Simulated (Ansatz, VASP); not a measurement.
**CsBr in VASP and in Ansatz**

```xyz
2
Lattice="4.1406 0.0000 0.0000 0.0000 4.1406 0.0000 0.0000 0.0000 4.1406" Properties=species:S:1:pos:R:3 pbc="T T T"
Cs    0.0000    0.0000    0.0000
Br    2.0703    2.0703    2.0703
```

Alike in both runs: functional LDA; k mesh 6 × 6 × 6; occupations gaussian, width 0.02 eV; no spin polarisation.

Ansatz relaxed the structure, and its values are those at the end. VASP's run is a single point on that final structure, the one shown.

```csv
,VASP,Ansatz
version,VASP 6.6.1,Ansatz 0.2.0
potentials or method,"VASP PAW LDA potentials, release 64 (Cs_sv, Br)","scalar-relativistic, plane waves, PAW"
plane-wave cutoff (eV),520,420
valence electrons in the cell,16,16
```

Ansatz gave:

* gap on the k mesh at the Fermi level (eV): 4.53
* least direct gap on the mesh (eV): 4.53
* pressure (GPa): 0.0

**Question.** What did VASP give for the same quantities?

**Answer.** gap on the k mesh at the Fermi level (eV): 4.50; least direct gap on the mesh (eV): 4.50; pressure (GPa): 0.1.

Caveats: spin-orbit coupling is left out, which moves the levels of the heavy elements. A k mesh can miss the band edges.
